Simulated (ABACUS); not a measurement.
InP:

```
In P
1.0
     0.00000    2.93050    2.93050
     2.93050    0.00000    2.93050
     2.93050    2.93050    0.00000
In P
1 1
Cartesian
  0.0000 0.0000 0.0000
  4.3957 4.3957 4.3957
```

Base run:

```yaml
Program: ABACUS 3.10.1
Functional: BLYP
Potentials_or_basis: SPMS ONCV 1.0 PBE
Cutoff: 1361 eV
Density_cutoff: 5442 eV
Basis: DZP LCAO (the cutoffs set its grid)
k_mesh: 7 × 7 × 7
Occupations: fermi-dirac, width 0.05 eV
Spin: no spin polarisation
```

Its results: band gap on the k mesh 0.83 eV, direct; pressure 7.4 GPa.

**Question.** The run is repeated on the same cell with these changes: functional from BLYP to LDA; potentials or basis from SPMS ONCV 1.0 PBE to PseudoDojo NC SR 0.4.1 LDA standard. What comes out?

**Answer.** Band gap on the k mesh 0.73 eV, direct; pressure -0.6 GPa.

Caveats: the atomic orbitals were generated for these runs and aren't a published set; spin-orbit coupling is left out, which moves the levels of the heavy elements; the basis of atomic orbitals isn't converged, which shifts pressures, moduli and gaps; the potentials were made for another functional, which shifts forces and pressure (some runs).

